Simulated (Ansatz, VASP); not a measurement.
# AlN in VASP and in Ansatz

```
Al N
1.0
     0.00000    2.07943    1.97591
     2.07943    0.00000    1.97591
     2.07943    2.07943    0.00000
Al N
1 1
Direct
  0.00000 0.00000 0.00000
  0.50000 0.50000 0.50000
```

Change from the starting cell: epitaxial_xy strain +3.0%.

Alike in both runs: task single point; functional r2SCAN; k mesh 10 × 10 × 10; no spin polarisation.

|  | VASP | Ansatz |
| --- | --- | --- |
| version | VASP 6.6.1 | Ansatz 0.2.0 |
| potentials or method | VASP PAW PBE potentials, release 64 (Al, N) | plane waves, PAW |
| plane-wave cutoff (eV) | 520 | 500 |
| occupations | gaussian, width 0.01 eV | fixed |
| valence electrons in the cell | 8 | 8 |

Ansatz gave:

| Quantity | Value |
| --- | --- |
| gap on the k mesh at the Fermi level (eV) | 4.77 |
| pressure (GPa) | -8.4 |
| largest component of the traceless stress (GPa) | 8.41 |

**Question.** What did VASP give for the same quantities?

**Answer.** gap on the k mesh at the Fermi level (eV): 4.78; pressure (GPa): -9.2; largest component of the traceless stress (GPa): 8.58.

Caveats: the PAW data sets were made with another functional, which shifts forces and pressure a little (VASP). A k mesh can miss the band edges.
